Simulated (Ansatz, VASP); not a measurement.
# Ni3GeC: VASP beside Ansatz, part 3 of 3

Aim: how closely do two programs agree when they are given the same cell, functional and k mesh? The cell is taken from a series of runs on this material, whose earlier steps may have relaxed, scaled, displaced or heated it; both programs get it as it stands.

VASP 6.6.1 and Ansatz 0.2.0.

So far: Set-up; Ansatz: relaxation of cell and atoms, PBEsol, pair 1; VASP: relaxation of cell and atoms, PBEsol, pair 1; Side by side.

## 5. Ansatz: relaxation of cell and atoms, PBEsol, pair 2

Level of this step: Ansatz beside VASP: Kohn-Sham DFT, plane waves, PBEsol (Ansatz).

The relaxed volume is the usual yardstick between codes: in a stiff, nearly cubic crystal its relative difference is about their pressure difference at one cell divided by the bulk modulus.

The cell is taken from a series of runs on this material, whose earlier steps may have relaxed, scaled, displaced or heated it; both programs get it as it stands.

Input file input.yaml:

```yaml
crystal:
  lattice:
    - [3.761644871, 0.0, 0.0]
    - [0.0, 3.761644871, 0.0]
    - [0.0, 0.0, 7.5232897419]
  atoms:
    - { symbol: Ni, position: [0.0, 0.5, 0.2313911195] }
    - { symbol: Ni, position: [0.0, 0.5, 0.7686088805] }
    - { symbol: Ni, position: [0.5, 0.5, 0.0] }
    - { symbol: Ni, position: [0.5, 0.5, 0.5] }
    - { symbol: Ni, position: [0.5, 0.0, 0.2313911195] }
    - { symbol: Ni, position: [0.5, 0.0, 0.7686088805] }
    - { symbol: Ge, position: [0.0, 0.0, 0.5] }
    - { symbol: Ge, position: [0.0, 0.0, 0.0] }
    - { symbol: C, position: [0.5, 0.5, 0.2540851932] }
    - { symbol: C, position: [0.5, 0.5, 0.7459148068] }
kpoints:
  mp_grid: { grid: [10, 10, 6] }
hamiltonian:
  xc: pbesol
  pseudopotentials: { kind: paw, azcp: { folder: soft_1 }, xc_functional: pbe }
scf:
  occupations: { method: methfessel_paxton, width: 0.2 }
output:
  forces: true
  stress: true
  eigenvalues: true
relax:
  adjacent_minimum: "off"
  f_tol: 0.002
  max_steps: 120
  cell: { stress_tol: 0.03 }
```

On the command line:

```bash
ansatz run input.yaml --threads 4 --pin off --max-ram 10240MiB --backend cpu --events-out ev --progress --plain --runs-dir out
```

Numbers of over 12 decimals in the logs are rounded to 6 here.

The log of the run:

```text
[...]
Crystal: 10 atoms, lattice volume = 106.454 Å³
Basis set: ecut = 420 eV, 2065 PW (Γ), exchange–correlation on 54×54×108 points (8 copies of the dense FFT grid, shifted against one another)
Bands: 87, of which v1, the nominal top of the filled ones, is band 72 counted from 1 (71 counted from 0)
Symmetry: 16 space group operations
[...]
k-points: 84 of 600
[...]
atoms:
    - { symbol: Ni, position: [0, 0.5, 0.225765] }
    - { symbol: Ni, position: [0, 0.5, 0.774235] }
    - { symbol: Ni, position: [0.5, 0.5, 0] }
    - { symbol: Ni, position: [0.5, 0.5, 0.500000] }
    - { symbol: Ni, position: [0.5, 0, 0.225765] }
    - { symbol: Ni, position: [0.5, 0, 0.774235] }
    - { symbol: Ge, position: [0, 0, 0.500000] }
    - { symbol: Ge, position: [0, 0, 0] }
    - { symbol: C, position: [0.5, 0.5, 0.252901] }
    - { symbol: C, position: [0.5, 0.5, 0.747099] }
[key lines of the parts left out:]
SCF converged after 5 iterations
Free energy (F): -43830.003182 eV
Fermi energy:    16.703745 eV
P = ⅓ Tr σ = 0.0059 GPa (0.059 kbar)
```

## 6. VASP: relaxation of cell and atoms, PBEsol, pair 2

The same cell, functional, mesh and smearing now go to VASP, with its own data sets.

Input file INCAR:

```
SYSTEM = Ni3GeC
PREC = Accurate
ENCUT = 600
EDIFF = 1E-07
NELM = 120
ISMEAR = 1
SIGMA = 0.2
LREAL = .FALSE.
ALGO = Normal
GGA = PS
NBANDS = 59
LASPH = .TRUE.
LORBIT = 11
LWAVE = .FALSE.
LCHARG = .FALSE.
ISIF = 3
IBRION = 2
NSW = 80
EDIFFG = -0.005
GGA_COMPAT = .FALSE.
NELMIN = 4
KPAR = 2
```

Input file POSCAR:

```
Ni3GeC
1.0
    3.7616450000      0.0000000000      0.0000000000
    0.0000000000      3.7616450000      0.0000000000
    0.0000000000      0.0000000000      7.5232900000
Ni Ge C
6 2 2
Direct
    0.0000000000      0.5000000000      0.2313911201
    0.0000000000      0.5000000000      0.7686088799
    0.5000000000      0.5000000000      0.0000000000
    0.5000000000      0.5000000000      0.5000000000
    0.5000000000      0.0000000000      0.2313911201
    0.5000000000      0.0000000000      0.7686088799
    0.0000000000      0.0000000000      0.5000000000
    0.0000000000      0.0000000000      0.0000000000
    0.5000000000      0.5000000000      0.2540852473
    0.5000000000      0.5000000000      0.7459147527
```

Input file KPOINTS:

```
Automatic mesh
0
Gamma
10 10 6
0 0 0
```

Potentials, in the order of the species: Ni, Ge_d and C (PBE family, release 64).

On the command line:

```bash
mpirun -np 2 vasp_std
```

The log of the run:

```text
[banner, memory and clock lines left out]
running    2 mpi-ranks, on    1 nodes
[...]
[... a notice as in an earlier step ...]

 LDA part: xc-table for (Slater+PW92), standard interpolation
 POSCAR, INCAR and KPOINTS ok, starting setup
[...]
entering main loop
       N       E                     dE             d eps       ncg     rms          rms(c)
DAV:   1     0.103316968879E+04    0.10332E+04   -0.44207E+04 11298   0.388E+03
DAV:   2     0.138802528717E+03   -0.89437E+03   -0.84572E+03  9912   0.864E+02
DAV:   3    -0.570900302498E+02   -0.19589E+03   -0.18535E+03  9934   0.276E+02
DAV:   4    -0.770445801979E+02   -0.19955E+02   -0.19212E+02 11528   0.919E+01
[...]
DAV:  18    -0.657565668172E+02    0.27926E-06   -0.76440E-06 11768   0.401E-02    0.562E-03
DAV:  19    -0.657565665484E+02    0.26881E-06   -0.14995E-06 10418   0.104E-02    0.121E-03
DAV:  20    -0.657565665675E+02   -0.19134E-07   -0.91913E-08  5678   0.344E-03
   1 F= -.65756567E+02 E0= -.65758237E+02  d E =-.657566E+02
[... from here on, the cycles between the ionic steps are left out ...]
   2 F= -.65764189E+02 E0= -.65766046E+02  d E =-.762259E-02
   3 F= -.65764344E+02 E0= -.65766177E+02  d E =-.777781E-02
   4 F= -.65766879E+02 E0= -.65768598E+02  d E =-.253483E-02
   5 F= -.65767076E+02 E0= -.65768757E+02  d E =-.273124E-02
   6 F= -.65769252E+02 E0= -.65770767E+02  d E =-.217619E-02
   7 F= -.65772541E+02 E0= -.65773607E+02  d E =-.546530E-02
   8 F= -.65772607E+02 E0= -.65773616E+02  d E =-.553150E-02
   9 F= -.65773093E+02 E0= -.65774052E+02  d E =-.486171E-03
  10 F= -.65773187E+02 E0= -.65774116E+02  d E =-.580274E-03
[...]
reached required accuracy - stopping structural energy minimisation
```

OUTCAR, selected parts (step 6):

```text
  Total        0.0275079      0.0275079     -0.0137738      0.0000000      0.0000000      0.0000000
  in kB        0.4117038      0.4117038     -0.2061489      0.0000000      0.0000000      0.0000000
  external PRESSURE =       0.2057529 kB  Pullay stress =       0.0000000 kB

 POSITION                                       TOTAL-FORCE (eV/Angst)
 -----------------------------------------------------------------------------------
      0.00000      1.87749      1.71420        -0.000000     -0.000000      0.001064
      3.75498      1.87749      5.87799         0.000000      0.000000     -0.001064
      1.87749      1.87749     -0.00000         0.000000     -0.000000      0.000000
      1.87749      1.87749      3.79610         0.000000     -0.000000      0.000000
      1.87749     -0.00000      1.71420        -0.000000     -0.000000      0.001064
      1.87749     -0.00000      5.87799         0.000000      0.000000     -0.001064
      3.75498     -0.00000      3.79610         0.000000     -0.000000      0.000000
      3.75498      0.00000      0.00000         0.000000     -0.000000      0.000000
      1.87749      1.87749      1.92012         0.000000      0.000000     -0.002318
      1.87749      1.87749      5.67208        -0.000000     -0.000000      0.002318
 -----------------------------------------------------------------------------------
    total drift:                                0.000000      0.000000      0.000000

  FREE ENERGIE OF THE ION-ELECTRON SYSTEM (eV)
  ---------------------------------------------------
  free  energy   TOTEN  =       -65.7731874027 eV

  energy  without entropy=      -65.7759739562  energy(sigma->0) =      -65.77411625

[... 1 part as in an earlier step ...]

[... 3 further parts left out ...]
[key lines of the parts left out:]
E-fermi :   9.5863
```

## 7. Differences

What differs besides the data sets and the points named for the pairs above, as far as they apply: the data sets hold 144 valence electrons in Ansatz (on its PAW soft_1 files) and 96 in VASP. Total energies have different zeros and are not compared.

Compared:

```
                                         quantity  Ansatz    VASP  difference
                                      volume (Å³)  106.99  107.05     -0.06 %
edge a after relaxation, in the typed setting (Å)   3.755   3.755     -0.01 %
edge c after relaxation, in the typed setting (Å)   7.589   7.592     -0.04 %
```

## 8. Results

| Item | Value |
| --- | --- |
| difference in volume (relaxation of cell and atoms, PBEsol, pair 1) | -0.053 % |
| difference in volume (relaxation of cell and atoms, PBEsol, pair 2) | -0.058 % |

In words: The difference in volume is -0.058 % (relaxation of cell and atoms, PBEsol, pair 2), within the 1.2 % picked in this series as the mark of a large difference, as far as the stopping tolerances let one tell. The data sets hold unlike numbers of valence electrons (144 in Ansatz and 96 in VASP), so part of the differences comes from the potentials. Such differences can come from data sets, numerical settings and the points named under the comparisons, not from the functional's error against experiment.

[Lines on the potential files, build, host, timing and source positions are cut from VASP's logs without a mark.]

[Logs are printed without paths, hosts, clocks, repeated set-up lines and the standing remarks that a program may print on its own settings, such as how far it seeks lower states.]

[Hosts, paths, dates, database ids (printed as entryN), source tags and the programs' standing remarks are cut or masked in the printed files.]
